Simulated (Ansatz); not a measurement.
Space group R-3m:H (No. 166). a = 2.936 Å, b = 2.936 Å, c = 21.550 Å, α = 90.00°, β = 90.00°, γ = 120.00°
| atom | site | symmetry | x | y | z |
| --- | --- | --- | --- | --- | --- |
| Ag | 3a | -3m | 0.0000 | 0.0000 | 0.0000 |
| Ag | 6c | 3m | 0.0000 | 0.0000 | 0.7777 |

Equation of state of this Ag structure (not necessarily the ground state), with shape and atoms relaxed at each volume where symmetry leaves them free. It has no gap at any of these volumes. These are results of Ansatz, DFT PBE, scalar-relativistic, plane waves, PAW, not measurements.

Cutoff 420 eV; k points 18×18×18 on the computed 3-atom cell (Γ-centred); Gaussian smearing, width 0.10 eV; no spin polarisation.

```json
{"V (Å³/atom)": "16.262", "E − E(largest V) (meV/atom)": "9.51", "P (GPa)": "11.20"}
{"V (Å³/atom)": "16.798", "E − E(largest V) (meV/atom)": "-20.16", "P (GPa)": "6.69"}
{"V (Å³/atom)": "17.334", "E − E(largest V) (meV/atom)": "-36.15", "P (GPa)": "3.00"}
{"V (Å³/atom)": "17.870", "E − E(largest V) (meV/atom)": "-40.95", "P (GPa)": "-0.02"}
{"V (Å³/atom)": "18.406", "E − E(largest V) (meV/atom)": "-36.62", "P (GPa)": "-2.48"}
{"V (Å³/atom)": "18.942", "E − E(largest V) (meV/atom)": "-24.86", "P (GPa)": "-4.48"}
{"V (Å³/atom)": "19.657", "E − E(largest V) (meV/atom)": "0.00", "P (GPa)": "-6.57"}
```

Problem. Fit a third-order Birch–Murnaghan equation to E(V).

Solution. V0 = 17.87 Å³/atom, B0 = 91 GPa, B0' = 5.8.

This form isn't the element's structure at ambient conditions.